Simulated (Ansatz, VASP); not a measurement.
# PbS: VASP beside Ansatz

POSCAR

```
PbS
1.0
    0.0000000000      3.3336625667      3.3336625667
    3.3336625667      0.0000000000      3.3336625667
    3.3336625667      3.3336625667      0.0000000000
Pb S
1 1
Direct
    0.0000000000      0.0000000000      0.0000000000
    0.2500000000      0.2500000000      0.2500000000
```

File INCAR.step1:

```
SYSTEM = PbS
PREC = Accurate
ENCUT = 520
ISMEAR = 0
SIGMA = 0.01
LREAL = .FALSE.
LASPH = .TRUE.
NELM = 80
NBANDS = 17
GGA = PE
ALGO = Normal
EDIFF = 1E-4
LWAVE = .TRUE.
LCHARG = .FALSE.
```

File INCAR.step2:

```
SYSTEM = PbS
PREC = Accurate
ENCUT = 520
EDIFF = 1E-6
ISMEAR = 0
SIGMA = 0.01
LREAL = .FALSE.
LASPH = .TRUE.
NELM = 80
ALGO = Normal
ISIF = 2
LWAVE = .FALSE.
LCHARG = .FALSE.
METAGGA = R2SCAN
LMIXTAU = .TRUE.
NBANDS = 17
ISTART = 1
```

KPOINTS

```
regular mesh
0
G
  6 6 6
  0 0 0
```

Input for Ansatz:

```yaml
crystal:
  lattice:
    - [0.0, 3.3336625667, 3.3336625667]
    - [3.3336625667, 0.0, 3.3336625667]
    - [3.3336625667, 3.3336625667, 0.0]
  atoms:
    - { symbol: Pb, position: [0.0, 0.0, 0.0] }
    - { symbol: S, position: [0.25, 0.25, 0.25] }
kpoints:
  mp_grid: { grid: [6, 6, 6] }
hamiltonian:
  xc: r2scan
scf:
  occupations: { method: fixed }
  n_extra_bands: 4
output:
  forces: true
  stress: true
  eigenvalues: true
```

Alike in both runs: task single point; functional r2SCAN; k mesh 6 × 6 × 6; no spin polarisation.

|  | VASP | Ansatz |
| --- | --- | --- |
| version | VASP 6.6.1 | Ansatz 0.2.0 |
| potentials or method | VASP PAW PBE potentials, release 64 (Pb_d, S) | plane waves, PAW |
| plane-wave cutoff (eV) | 520 | 500 |
| occupations | gaussian, width 0.01 eV | fixed |
| valence electrons in the cell | 20 | 20 |

```tsv
	VASP	Ansatz	Ansatz less VASP
gap on the k mesh at the Fermi level (eV)	1.14	1.13	0.000
pressure (GPa)	-1.1	-1.1	0.00
```

Caveats: the PAW data sets were made with another functional, which shifts forces and pressure a little (VASP); spin-orbit coupling is left out, which as a rule narrows the gap of such compounds by several tenths of an eV. A k mesh can miss the band edges.
